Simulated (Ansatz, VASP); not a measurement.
# GaP in two plane-wave programs

Wanted: the spread between two codes on one cell, functional and k mesh. Of the first pair: The cell is taken from a series of runs on this material, whose earlier steps may have relaxed, scaled, displaced or heated it; both programs get it as it stands.

Program: Ansatz 0.2.0. Level of theory: plane waves, with VASP 6.6.1 beside it; relaxation of cell and atoms at PBEsol and single point at PBEsol. Results are calculated unless marked as measured.

## Step 1: The starting structure

The structure is cubic, space group F-43m (No. 216). Conventional cell: a = 5.439 Å, b = 5.439 Å, c = 5.439 Å, α = 90.00°, β = 90.00°, γ = 90.00°. Nearest to Ga lie 4 P at 2.36 Å. Nearest to P lie 4 Ga at 2.36 Å. Farther neighbours are not listed.

## Step 2: Ansatz: relaxation of cell and atoms, PBEsol

Ansatz runs on its PAW soft_1 files.

The relaxed volume is the usual yardstick between codes: in a stiff, nearly cubic crystal its relative difference is about their pressure difference at one cell divided by the bulk modulus.

input.yaml reads:

```yaml
crystal:
  lattice:
    - [0.0, 2.7194612817, 2.7194612817]
    - [2.7194612817, 0.0, 2.7194612817]
    - [2.7194612817, 2.7194612817, 0.0]
  atoms:
    - { symbol: Ga, position: [0.0, 0.0, 0.0] }
    - { symbol: P, position: [0.75, 0.75, 0.75] }
kpoints:
  mp_grid: { grid: [9, 9, 9] }
scf:
  occupations: { method: fermi_dirac, width: 0.02 }
hamiltonian:
  xc: pbesol
  pseudopotentials: { kind: paw, azcp: { folder: soft_1 }, xc_functional: pbe }
basis:
  ecutwfc: 600
output:
  forces: true
  stress: true
relax:
  f_tol: 0.005
  max_steps: 70
  cell: { stress_tol: 0.02, p_target: 0 }
```

Started as:

```bash
> ansatz run input.yaml --threads 4 --pin off --max-ram 10240MiB --backend cpu --events-out ev --progress --plain --runs-dir out
```

Numbers of over 12 decimals in the logs are rounded to 6 here.

The log of the run:

```text
Engine: ansatz 0.2.0, x86_64-unknown-linux-gnu
Pseudopotentials: kind: paw
Pseudopotential: Ga, paw, valence charge 13, recommended cutoff 420 eV (normal), soft_1/Ga.paw.azcp
Pseudopotential: P, paw, valence charge 5, recommended cutoff 420 eV (normal), soft_1/P.paw.azcp
Functional definition: PBEsol
  exchange = pbesol_x
  correlation = pbesol_c
Crystal: 2 atoms, lattice volume = 40.223 Å³
Basis set: ecut = 600 eV, 1363 PW (Γ), exchange–correlation on 64×64×64 points (8 copies of the dense FFT grid, shifted against one another)
Bands: 13, of which v1, the nominal top of the filled ones, is band 9 counted from 1 (8 counted from 0)
Symmetry: 24 space group operations
Space group: F-43m (ITA 216), of the structure as read, at distance tolerance 3.4e-5 Å
k-points: 35 of 729 (time reversal used)
Non-local potential: Ga, projectors of the file, l = 0: 2, l = 1: 2, l = 2: 3, l = 3: 1
Non-local potential: P, projectors of the file, l = 0: 2, l = 1: 2, l = 2: 1
PAW form: soft (Blöchl's): semilocal exchange-correlation on the pseudo side does not see the compensation charge
PAW frozen core: Ga, regenerated for the run's functional, and the local potential with it (the file was generated under x = pbe(κ = 0.804, μ = 0.219515), c = pbe(β = 0.066725))
PAW frozen core: P, regenerated for the run's functional, and the local potential with it (the file was generated under x = pbe(κ = 0.804, μ = 0.219515), c = pbe(β = 0.066725))
PAW one-centre angular grid: Ga, 590 points (default); XC on 64 Gauss nodes
PAW one-centre angular grid: P, 110 points (default); XC on 64 Gauss nodes
Initial density: superposition of atomic densities (chi_scale 0.1, normalization cell, long waves kept (reshape's long-wave potential 0.00 eV rms))
Initial wavefunctions: pseudopotential atomic-orbital guess
Functional: x = pbesol(κ = 0.804, μ = 0.123457), c = pbesol(β = 0.046)
SCF iter   1: F=—  HF=-4484.217076 eV  |F-HF|=—  |Δ(HF+E_count)|=         —  Δρ=4.50e-2  dr2=6.23e-1  ethr=3.10e-3  ⟨swp⟩=6.5  Hψ=3194  notcnv=0
preconditioner: auto → none  [insulator: Δε(μ)=1.839 eV  Ē_g=15.311 eV  σ=0.020 eV  W_gap=1.00  n_scr=14 (ndim 8)  ℏωp=24.8 eV  f_vac=0.000  D(μ)=0.00/eV (n_scr^D=0)  ε∞_Penn≈3.6]
SCF iter   2: F=—  HF=-4484.074767 eV  |F-HF|=—  |Δ(HF+E_count)|=   1.42e-1  Δρ=2.12e-2  dr2=9.52e-2  ethr=3.10e-3  ⟨swp⟩=2.1  Hψ=906  notcnv=0
SCF iter   3: F=—  HF=-4484.066730 eV  |F-HF|=—  |Δ(HF+E_count)|=   8.04e-3  Δρ=5.21e-3  dr2=1.17e-2  ethr=5.29e-4  ⟨swp⟩=2.9  Hψ=902  notcnv=0
SCF iter   4: F=—  HF=-4484.062093 eV  |F-HF|=—  |Δ(HF+E_count)|=   4.64e-3  Δρ=2.13e-3  dr2=6.80e-4  ethr=6.52e-5  ⟨swp⟩=2.9  Hψ=979  notcnv=0
SCF iter   5: F=—  HF=-4484.061777 eV  |F-HF|=—  |Δ(HF+E_count)|=   3.17e-4  Δρ=4.87e-4  dr2=3.59e-5  ethr=3.78e-6  ⟨swp⟩=2.0  Hψ=901  notcnv=0
SCF iter   6: F=—  HF=-4484.061781 eV  |F-HF|=—  |Δ(HF+E_count)|=   4.50e-6  Δρ=3.29e-5  dr2=1.99e-7  ethr=1.99e-7  ⟨swp⟩=2.8  Hψ=787  notcnv=0
SCF iter   7: F=-4484.061781 eV  HF=-4484.061781 eV  |F-HF|=3.38e-9  |Δ(HF+E_count)|=   1.35e-7  Δρ=3.48e-6  dr2=2.66e-9  ethr=5.56e-10  ⟨swp⟩=5.1  Hψ=1709  notcnv=0
SCF 1 converged in 7 iterations: F = -4484.061781 eV  dr2 = 2.66e-9
  greatest PAW one-centre occupation: 0.994 electrons in one spin orbital (limit 2), on the Ga atom at site 0 (counted from 0), in its partial waves of l = 2
relax step   1: F+E_penalty+E_count = -4484.06178113 eV  Δ(F+E_penalty+E_count) = +0.000e0 eV  max|allowed force component| = 1.099e-16 eV/Å  Δτ_max = 0.0000 Å  P = +0.001 GPa  Ω = 40.223 Å³  (7 SCF iters, dr2 threshold 1.00e-7 eV, accepted)
Initial density: handed on by an earlier stage of this run
Initial wavefunctions: pseudopotential atomic-orbital guess (no wavefunctions were taken with the density)
iter 1 solved again at ethr=1.47e-6 eV; its pass at ethr=3.10e-3 eV (dr2=2.64e-4 eV) is discarded
SCF iter   1: F=—  HF=-4484.061780 eV  |F-HF|=—  |Δ(HF+E_count)|=         —  Δρ=4.85e-6  dr2=4.58e-9  ethr=1.47e-6  ⟨swp⟩=2.8  Hψ=4412  notcnv=0
eigensolver tolerance schedule: the retry pair's looser diagonalisation over-reported the residual by 57594.08 of it (diagonalisation noise at an unbounded share of the residual, at the tolerance the schedule requests for it); recorded, not acted on — ethr = c·dr2/N_el stays at c = 1.0e-1
preconditioner: auto → none  [insulator: Δε(μ)=1.458 eV  Ē_g=15.474 eV  σ=0.020 eV  W_gap=1.00  n_scr=14 (ndim 8)  ℏωp=24.8 eV  f_vac=0.004  D(μ)=0.00/eV (n_scr^D=0)  ε∞_Penn≈3.6]
SCF iter   2: F=—  HF=-4484.061781 eV  |F-HF|=—  |Δ(HF+E_count)|=   6.29e-7  Δρ=2.34e-6  dr2=1.57e-9  ethr=2.55e-11  ⟨swp⟩=3.9  Hψ=1168  notcnv=0
SCF iter   3: F=—  HF=-4484.061781 eV  |F-HF|=—  |Δ(HF+E_count)|=  5.91e-10  Δρ=9.63e-7  dr2=1.85e-10  ethr=8.74e-12  ⟨swp⟩=2.7  Hψ=720  notcnv=0
SCF iter   4: F=—  HF=-4484.061781 eV  |F-HF|=—  |Δ(HF+E_count)|=  3.59e-10  Δρ=2.63e-7  dr2=1.32e-11  ethr=1.03e-12  ⟨swp⟩=2.1  Hψ=614  notcnv=0
SCF iter   5: F=-4484.061781 eV  HF=-4484.061781 eV  |F-HF|=4.55e-12  |Δ(HF+E_count)|=  1.91e-11  Δρ=1.04e-7  dr2=2.13e-12  ethr=1.00e-12  ⟨swp⟩=6.0  Hψ=1954  notcnv=0
SCF 2 converged in 5 iterations: F = -4484.061781 eV  dr2 = 2.13e-12
relax step   2: F+E_penalty+E_count = -4484.06178113 eV  Δ(F+E_penalty+E_count) = -5.648e-10 eV  max|allowed force component| = 1.018e-16 eV/Å  Δτ_max = 0.0000 Å  P = +0.001 GPa  Ω = 40.223 Å³  stress off target by 1.27e-3 GPa  SCF on the basis re-selected at this cell (its energy is not comparable with the rows above)  (5 SCF iters)
basis re-selected at this cell: Δ(F+E_penalty+E_count) = -5.648e-10 eV, ΔP = -0.000 GPa vs the last step (what re-selecting the basis moved, of the pressure what is left beyond the Pulay correction that the steps carried, after the strain that the cell walked since its last selection, with what the two solves' SCF thresholds leave and, on support functions, any second-order correction that the steps lacked; it is no  [...]
SCF converged after 5 iterations
Free energy (F): -4484.061781 eV
Harris-Foulkes:  -4484.061781 eV  (|F-HF|=4.55e-12)
Internal energy: -4484.061781 eV  (E = F + TS)
E sigma→0 (E₀):  -4484.061781 eV
Fermi energy:    7.782935 eV
--- Per-component energies (eV) ---
  E_band       = -59.393297
  E_kinetic    = 180.741395
  E_local      = -1672.649601  (includes V_loc(G=0)·N_el)
  E_nonlocal   = -58.940825
  E_hartree    = 1012.403549
  E_xc         = -135.161212
  E_vxc        = -117.354547  (∫ρ·V_xc dr)
  E_paw        = -2495.925072  (= ΣΔE_a)
  E_vpaw       = -415.996870  (= ΣTr[D̂ρ^β])
  E_aug_tail   = -0.000015  (compensation charges beyond the density's cutoff)
  E_ewald      = -1315.439075
  E_core_change = 0.909075  (= ΣΔE_core)
  E_smearing   = -0.000000  (= −TS)
  E_closure    = 0.000000  (closes the sum)
  Σ components = -4484.061781   (vs F -4484.061781, Δ=0.00e0)
--- Forces (eV/Å), atoms counted from 1 ---
  atom   1  Ga     0.00000000    -0.00000000     0.00000000
  atom   2  P      0.00000000     0.00000000    -0.00000000
  max |Σ_I F_I| component: 2.41e-16 eV/Å
--- Stress (GPa, compression-positive) ---
        0.001267       0.000000      -0.000000
        0.000000       0.001267       0.000000
       -0.000000       0.000000       0.001267
  P = ⅓ Tr σ = 0.0013 GPa (0.013 kbar)
--- Relaxed structure (1 steps of the walk, 1 accepted, 1 SCFs on fresh bases) ---
  F+E_penalty+E_count = -4484.06178113 eV   max|allowed force component| = 1.018e-16 eV/Å   (the final SCF, on the basis selected at the relaxed cell)
  cell:  # Å, volume = 40.2234 Å³
    - [0.0, 2.7194612817, 2.7194612817]
    - [2.7194612817, 0.0, 2.7194612817]
    - [2.7194612817, 2.7194612817, 0.0]
  atoms:
    - { symbol: Ga, position: [0.0, 0.0, 0.0] }
    - { symbol: P, position: [0.750000, 0.750000, 0.750000] }
```

## Step 3: VASP: relaxation of cell and atoms, PBEsol

The same cell, functional, mesh and smearing now go to VASP, with its own data sets.

Lines of VASP's logs that name or quote its potential files are left out, and so is its time.

INCAR reads:

```
SYSTEM = GaP
PREC = Accurate
ENCUT = 500
EDIFF = 1E-07
NELM = 120
ISMEAR = -1
SIGMA = 0.02
LREAL = .FALSE.
ALGO = Normal
GGA = PS
NBANDS = 15
LORBIT = 11
LWAVE = .FALSE.
LCHARG = .FALSE.
ISIF = 3
IBRION = 2
NSW = 80
EDIFFG = -0.005
LASPH = .TRUE.
GGA_COMPAT = .FALSE.
NELMIN = 4
EFERMI = MIDGAP
```

POSCAR reads:

```
GaP
1.0
    0.0000000000      2.7194612817      2.7194612817
    2.7194612817      0.0000000000      2.7194612817
    2.7194612817      2.7194612817      0.0000000000
Ga P
1 1
Direct
    0.0000000000      0.0000000000      0.0000000000
    0.7500000000      0.7500000000      0.7500000000
```

KPOINTS reads:

```
Automatic mesh
0
Gamma
9 9 9
0 0 0
```

Potentials, in the order of the species: Ga_d and P (PBE family, release 64).

Started as:

```bash
> mpirun -np 1 vasp_std
```

The log of the run:

```text
[banner, memory and clock lines left out]
running    1 mpi-ranks, on    1 nodes
 distrk:  each k-point on    1 cores,    1 groups
 distr:  one band on    1 cores,    1 groups

 POSCAR found type information on POSCAR GaP
 POSCAR found :  2 types and       2 ions
|                                                                             |
|               ----> ADVICE to this user running VASP <----                  |
|                                                                             |
|     You enforced a specific xc type in the INCAR file but a different       |
|     [... a line on the potential file left out ...]
|     I HOPE YOU KNOW WHAT YOU ARE DOING!                                     |
|                                                                             |

 LDA part: xc-table for (Slater+PW92), standard interpolation
 POSCAR, INCAR and KPOINTS ok, starting setup
 FFT: planning ... GRIDC
 FFT: planning ... GRID_SOFT
 FFT: planning ... GRID
 WAVECAR not read
 entering main loop
       N       E                     dE             d eps       ncg     rms          rms(c)
DAV:   1     0.775002924321E+02    0.77500E+02   -0.88690E+03  1073   0.166E+03
DAV:   2    -0.419791852885E+01   -0.81698E+02   -0.78190E+02  1190   0.306E+02
DAV:   3    -0.101129728928E+02   -0.59151E+01   -0.58917E+01  1295   0.676E+01
DAV:   4    -0.102075867433E+02   -0.94614E-01   -0.94574E-01  1299   0.930E+00
DAV:   5    -0.102093942094E+02   -0.18075E-02   -0.18074E-02  1338   0.111E+00    0.415E+00
DAV:   6    -0.996381099455E+01    0.24558E+00   -0.37079E-01  1624   0.122E+01    0.263E+00
DAV:   7    -0.992512943967E+01    0.38682E-01   -0.83879E-02  1406   0.236E+00    0.984E-01
DAV:   8    -0.992237757941E+01    0.27519E-02   -0.12505E-02  1288   0.137E+00    0.177E-01
DAV:   9    -0.992253294809E+01   -0.15537E-03   -0.10314E-03  1606   0.443E-01    0.627E-02
DAV:  10    -0.992255425468E+01   -0.21307E-04   -0.56249E-05  1640   0.839E-02    0.253E-02
DAV:  11    -0.992258014493E+01   -0.25890E-04   -0.26547E-05  1218   0.531E-02    0.539E-03
DAV:  12    -0.992258014494E+01   -0.13642E-10   -0.10073E-06  1319   0.123E-02    0.366E-03
DAV:  13    -0.992258026296E+01   -0.11801E-06   -0.27049E-07  1351   0.427E-03    0.115E-03
DAV:  14    -0.992258025248E+01    0.10481E-07   -0.36450E-09   707   0.719E-04
   1 F= -.99225803E+01 E0= -.99225803E+01  d E =-.992258E+01
 curvature:   0.00 expect dE= 0.000E+00 dE for cont linesearch  0.000E+00
 trial: gam= 0.00000 g(F)=  0.185E-46 g(S)=  0.326E-04 ort = 0.000E+00 (trialstep = 0.100E+01)
 search vector abs. value=  0.326E-04
 bond charge predicted
       N       E                     dE             d eps       ncg     rms          rms(c)
DAV:   1    -0.992295022486E+01   -0.36996E-03   -0.43609E-03  1309   0.129E+00    0.112E-01
DAV:   2    -0.992266559221E+01    0.28463E-03   -0.46257E-04  1302   0.507E-01    0.507E-02
DAV:   3    -0.992259568557E+01    0.69907E-04   -0.71807E-05  1393   0.171E-01    0.116E-02
DAV:   4    -0.992258982821E+01    0.58574E-05   -0.76122E-06  1231   0.361E-02    0.493E-03
DAV:   5    -0.992258892830E+01    0.89991E-06   -0.69361E-07  1406   0.113E-02    0.118E-03
DAV:   6    -0.992258894930E+01   -0.21003E-07   -0.27321E-08   658   0.205E-03
   2 F= -.99225889E+01 E0= -.99225889E+01  d E =-.869682E-05
 trial-energy change:   -0.000009  1 .order   -0.000006   -0.000033    0.000020
 step:   0.6794(harm=  0.6138)  dis= 0.00000  next Energy=    -9.922592 (dE=-0.119E-04)
 bond charge predicted
       N       E                     dE             d eps       ncg     rms          rms(c)
DAV:   1    -0.992262929074E+01   -0.40362E-04   -0.44846E-04  1309   0.413E-01    0.359E-02
DAV:   2    -0.992260016029E+01    0.29130E-04   -0.47428E-05  1295   0.161E-01    0.163E-02
DAV:   3    -0.992259269943E+01    0.74609E-05   -0.74746E-06  1386   0.551E-02    0.369E-03
DAV:   4    -0.992259191579E+01    0.78365E-06   -0.77511E-07  1170   0.116E-02    0.158E-03
DAV:   5    -0.992259167537E+01    0.24042E-06   -0.65136E-08   588   0.362E-03    0.350E-04
DAV:   6    -0.992259166417E+01    0.11203E-07   -0.95253E-09   539   0.109E-03
   3 F= -.99225917E+01 E0= -.99225917E+01  d E =-.114117E-04
 curvature:  -0.30 expect dE=-0.389E-08 dE for cont linesearch -0.389E-08
 trial: gam= 0.00000 g(F)=  0.561E-46 g(S)=  0.130E-07 ort =-0.652E-06 (trialstep = 0.936E+00)
 search vector abs. value=  0.131E-07
 reached required accuracy - stopping structural energy minimisation
```

From OUTCAR (step 3):

```text
ion  position               nearest neighbor table
   1  0.000  0.000  0.000-   2 2.36   2 2.36   2 2.36   2 2.36
   2  0.750  0.750  0.750-   1 2.36   1 2.36   1 2.36   1 2.36

  LATTYP: Found a face centered cubic cell.
 ALAT       =     5.4389225634

 Subroutine GETGRP returns: Found 24 space group operations
 (whereof 24 operations were pure point group operations)

The static configuration has the point symmetry T_d .

 Found     35 irreducible k-points:

   k-points           NKPTS =     35   k-points in BZ     NKDIM =     35   number of bands    NBANDS=     15

   dimension x,y,z NGX =    28 NGY =   28 NGZ =   28
   dimension x,y,z NGXF=    56 NGYF=   56 NGZF=   56

   ENCUT  =  500.0 eV  36.75 Ry    6.06 a.u.   7.01  7.01  7.01*2*pi/ulx,y,z

   NELECT =      18.0000    total number of electrons

 k-points in reciprocal lattice and weights: Automatic mesh
   0.00000000  0.00000000  0.00000000       0.001
   0.11111111  0.00000000  0.00000000       0.011
   0.22222222  0.00000000  0.00000000       0.011
   0.33333333  0.00000000  0.00000000       0.011
   0.44444444  0.00000000  0.00000000       0.011
   0.11111111  0.11111111  0.00000000       0.008
   0.22222222  0.11111111  0.00000000       0.033
   0.33333333  0.11111111  0.00000000       0.033
   0.44444444  0.11111111  0.00000000       0.033
[...]
-0.33333333  0.44444444  0.11111111       0.033
  -0.33333333  0.44444444  0.22222222       0.033

 average (electrostatic) potential at core
       1 -65.1296       2 -83.3286

 E-fermi :   5.3727

 k-point     1 :       0.0000    0.0000    0.0000
  band No.  band energies     occupation
    ...
      5      -9.8060      2.00000
      6      -7.9363      2.00000
      7       4.6440      2.00000
      8       4.6440      2.00000
      9       4.6440      2.00000
     10       6.4556      0.00000
     11       8.4693      0.00000
     12       8.4693      0.00000
     13       8.4693      0.00000
     14      13.2429      0.00000
    ...

 k-point     2 :       0.1111    0.0000    0.0000
  band No.  band energies     occupation
    ...
      5      -9.8061      2.00000
      6      -7.7733      2.00000
      7       3.2418      2.00000
      8       4.4518      2.00000
      9       4.4518      2.00000
     10       7.0515      0.00000
     11       8.7612      0.00000
     12       8.7612      0.00000
     13       8.9034      0.00000
     14      13.8527      0.00000
    ...

 k-point     3 :       0.2222    0.0000    0.0000
  band No.  band energies     occupation
    ...
      5      -9.8053      2.00000
      6      -7.3047      2.00000
      7       1.2052      2.00000
      8       4.0623      2.00000
      9       4.0623      2.00000
     10       6.8437      0.00000
     11       9.2584      0.00000
     12       9.2584      0.00000
     13      10.4942      0.00000
     14      13.4937      0.00000
    ...

  Total        0.0004247      0.0004247      0.0004247     -0.0000000      0.0000000      0.0000000
  in kB        0.0169324      0.0169324      0.0169324     -0.0000000      0.0000000      0.0000000
  external PRESSURE =       0.0169324 kB  Pullay stress =       0.0000000 kB

  energy-cutoff  :      500.00
  volume of cell :       40.18
      direct lattice vectors                 reciprocal lattice vectors
    -0.000000000  2.718516066  2.718516066    -0.183923872  0.183923872  0.183923872
     2.718516066  0.000000000  2.718516066     0.183923872 -0.183923872  0.183923872
     2.718516066  2.718516066 -0.000000000     0.183923872  0.183923872 -0.183923872

 POSITION                                       TOTAL-FORCE (eV/Angst)
 -----------------------------------------------------------------------------------
     -0.00000      0.00000      0.00000         0.000000      0.000000      0.000000
      4.07777      4.07777      4.07777        -0.000000     -0.000000     -0.000000
 -----------------------------------------------------------------------------------
    total drift:                               -0.000001     -0.000001     -0.000001

  FREE ENERGIE OF THE ION-ELECTRON SYSTEM (eV)
  ---------------------------------------------------
  free  energy   TOTEN  =        -9.9225916642 eV

  energy  without entropy=       -9.9225916642  energy(sigma->0) =       -9.92259166

 reached required accuracy - stopping structural energy minimisation

 total charge
# of ion       s       p       d       tot
------------------------------------------
    1        0.865   0.861  10.014  11.740
    2        1.018   1.512   0.000   2.530
--------------------------------------------------
tot          1.883   2.373  10.014  14.269

[... 3 further parts left out ...]
```

The run keeps the 24 symmetry operations of its start, so it cannot find a distortion of lower symmetry.

## Step 4: Differences

Known differences besides the potentials themselves: the cutoff is 600 eV in Ansatz and 500 eV in VASP; Ansatz makes its cores anew for this functional, VASP keeps those of its PBE data sets; Ansatz adds a Pulay correction to the stress that steers its cell, VASP none. Total energies have different zeros and are not compared.

Compared:

| quantity | Ansatz | VASP | difference |
| --- | --- | --- | --- |
| volume (Å³) | 40.22 | 40.18 | +0.10 % |
| edge a after relaxation, in the typed setting (Å) | 3.846 | 3.845 | +0.03 % |

## Step 5: Ansatz: relaxation, PBEsol

This run makes the geometry at which the two programs are then compared.

The structure compared here is the end of the Ansatz relaxation.

Edit input.yaml of step 2 so:

```diff
@@ -23,2 +23,2 @@
   max_steps: 70
-  cell: { stress_tol: 0.02, p_target: 0 }
+  cell: { stress_tol: 0.02, p_target: 5 }
```

Started as:

```bash
> ansatz run input.yaml --threads 4 --pin off --max-ram 10240MiB --backend cpu --events-out ev --progress --plain --runs-dir out
```

The log of the run:

```text
[...]
Crystal: 2 atoms, lattice volume = 40.223 Å³
Basis set: ecut = 600 eV, 1363 PW (Γ), exchange–correlation on 64×64×64 points (8 copies of the dense FFT grid, shifted against one another)
Bands: 13, of which v1, the nominal top of the filled ones, is band 9 counted from 1 (8 counted from 0)
Symmetry: 24 space group operations
[...]
k-points: 35 of 729 (time reversal used)
[...]
5.000801       0.000000       0.000000
        0.000000       5.000801       0.000000
        0.000000       0.000000       5.000801
  P = ⅓ Tr σ = 5.0008 GPa (50.008 kbar)
--- Relaxed structure (4 steps of the walk, 4 accepted, 1 SCFs on fresh bases) ---
[...]
cell:  # Å, volume = 38.1714 Å³
    - [0, 2.672408, 2.672408]
    - [2.672408, 0, 2.672408]
    - [2.672408, 2.672408, 0]
  atoms:
    - { symbol: Ga, position: [0, 0, 0] }
    - { symbol: P, position: [0.75, 0.75, 0.75] }
[key lines of the parts left out:]
SCF converged after 6 iterations
Free energy (F): -4484.031231 eV
Fermi energy:    8.415398 eV
```

[end of part 1 of 2]

[Lines on the potential files, build, host, timing and source positions are cut from VASP's logs without a mark.]

[Logs are printed without paths, hosts, clocks, repeated set-up lines and the standing remarks that a program may print on its own settings, such as how far it seeks lower states.]

[Hosts, paths, dates, database ids (printed as entryN), source tags and the programs' standing remarks are cut or masked in the printed files.]
